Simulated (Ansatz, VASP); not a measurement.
One calculation of Sb, two programs

File INCAR:

```
SYSTEM = Sb
  ALGO = Normal
  EDIFF = 1E-6
  ENCUT = 520
  GGA = PS
  ISIF = 2
  ISMEAR = -1
  LASPH = .True.
  LCHARG = .True.
  LELF = .True.
  LREAL = .False.
  LVHAR = .True.
  LWAVE = .False.
  NBANDS = 8
  NELM = 80
  PREC = Accurate
  SIGMA = 0.05
```

File KPOINTS:

```
k-points
0
Gamma
  19 19 19
  0 0 0
```

Contents of POSCAR:

```
Sb
1.0
   -1.4742770936      1.4742770936      2.4293735496
    1.4742770936     -1.4742770936      2.4293735496
    1.4742770936      1.4742770936     -2.4293735496
Sb
1
Direct
    0.0000000000      0.0000000000      0.0000000000
```

Input for Ansatz:

```yaml
crystal:
  lattice:
    - [-1.4742770936, 1.4742770936, 2.4293735496]
    - [1.4742770936, -1.4742770936, 2.4293735496]
    - [1.4742770936, 1.4742770936, -2.4293735496]
  atoms:
    - { symbol: Sb, position: [0.0, 0.0, 0.0] }
kpoints:
  mp_grid: { grid: [19, 19, 19] }
  band_path:
    path:
      - [0.0, 0.0, 0.0]
      - [0.0, 0.0, 0.5]
      - [0.25, 0.25, 0.25]
      - [0.0, 0.5, 0.0]
      - [0.0, 0.0, 0.0]
      - [0.5, 0.5, -0.5]
      - [0.3420681988, 0.6579318012, -0.3420681988]
      - [-0.3420681988, 0.3420681988, 0.3420681988]
      - [0.0, 0.0, 0.0]
    npoints: 5
scf:
  occupations: { method: fermi_dirac, width: 0.05 }
hamiltonian:
  xc: pbesol
  pseudopotentials: { kind: all_electron, lapw: { basis_error: 0.00025 } }
output:
  forces: true
  stress: true
  eigenvalues: true
```

Change from the starting cell: volume scaled by 0.94.

Alike in both runs: task single point; functional PBEsol; k mesh 19 × 19 × 19; occupations fermi-dirac, width 0.05 eV; no spin polarisation.

|  | VASP | Ansatz |
| --- | --- | --- |
| version | VASP 6.6.1 | Ansatz 0.2.0 |
| potentials or method | VASP PAW PBE potentials, release 64 (Sb) | all-electron LAPW, scalar-relativistic |
| plane-wave cutoff (eV) | 520 | see its input |

```tsv
	VASP	Ansatz	Ansatz less VASP
pressure (GPa)	24.7	24.3	-0.38
largest component of the traceless stress (GPa)	2.32	2.17	-0.157
```

Ansatz ran all-electron here, so the differences hold the error of VASP's frozen core and of both bases.

Caveats: so large a pressure means that the cell lies far from this level's equilibrium, or that cutoff or potentials fall short (VASP); the potentials were made for another functional, which shifts forces and pressure (VASP). Spin-orbit coupling is left out, which matters for the levels of Sb.
